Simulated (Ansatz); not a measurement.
SrO in the rocksalt structure, relaxed with r2SCAN, was run in Ansatz 0.2.0 under altered settings. All numbers are computed, without spin polarisation but where a row says otherwise.

```xyz
2
Lattice="0.0000 2.5799 2.5799 2.5799 0.0000 2.5799 2.5799 2.5799 0.0000" Properties=species:S:1:pos:R:3 pbc="T T T"
Sr    0.0000    0.0000    0.0000
O     2.5799    2.5799    2.5799
```

The base run's other keys:
```yaml
kpoints:
  mp_grid: { grid: [4, 4, 4] }
hamiltonian:
  xc: hse06
scf:
  occupations: { method: fixed }
  n_extra_bands: 4
```

It takes 12 iterations with 645 plane waves at 420 eV and 8 k points, and leaves a mean stress of -0.31 GPa. The gap over this mesh is 4.793 eV. It ran on 4 threads of Arm Neoverse V1, with other jobs on the host.

Outcomes, with energy and stress as changes against the base:
```tsv
setting	outcome	ΔF (meV/atom)	Δ mean stress (GPa)	gap on the mesh (eV)	iterations	wall time
PBE hybrid, exx coeff 0.1, omega 0.3 1/Å	converged	–	+1.3	3.795	10	2.7 s
PBE hybrid, exx coeff 0.3, omega 0.3 1/Å	converged	–	-0.3	4.802	12	3 s
hamiltonian.xc: cam_b3lyp	converged	–	+0.7	7.994	14	3.6 s
PBE hybrid, exx coeff 0.15, omega 0.5 1/Å	converged	–	+1.0	3.808	10	2.8 s
scf.n_extra_bands: 1	converged	0.0	0.0	4.793	12	2.9 s
scf.occupations: fermi_dirac 0.05	converged	0.0	0.0	4.793	11	2.8 s
```
A dash marks a value that wasn't obtained or can't be compared. Stress is positive in compression. The base took 3.1 s.

- PBE hybrid, exx coeff 0.1, omega 0.3 1/Å. That is 10 % exact exchange, screened with ω = 0.3 1/Å, against HSE06's 25 % screened at 0.208 1/Å. The mean stress moves by +1.3 GPa and the gap on the mesh by -0.998 eV (to 3.795). Totals of different functionals aren't comparable.
- PBE hybrid, exx coeff 0.3, omega 0.3 1/Å. That is 30 % exact exchange, screened with ω = 0.3 1/Å, against HSE06's 25 % screened at 0.208 1/Å. The mean stress moves by -0.3 GPa and the gap on the mesh by +0.009 eV (to 4.802). Totals of different functionals aren't comparable.
- hamiltonian.xc: cam_b3lyp. The mean stress moves by +0.7 GPa and the gap on the mesh by +3.201 eV (to 7.994). It's another functional on the same cell, so totals aren't comparable.
- PBE hybrid, exx coeff 0.15, omega 0.5 1/Å. That is 15 % exact exchange, screened with ω = 0.5 1/Å, against HSE06's 25 % screened at 0.208 1/Å. The mean stress moves by +1.0 GPa and the gap on the mesh by -0.985 eV (to 3.808). Totals of different functionals aren't comparable.

Within 1 meV an atom, 0.1 GPa and 0.005 eV of the base stay: scf.n_extra_bands: 1; scf.occupations: fermi_dirac 0.05.

The stress of a hybrid is loosely converged in these runs.

The meshes of the hybrids are coarse, so their gaps aren't converged to the digits shown.
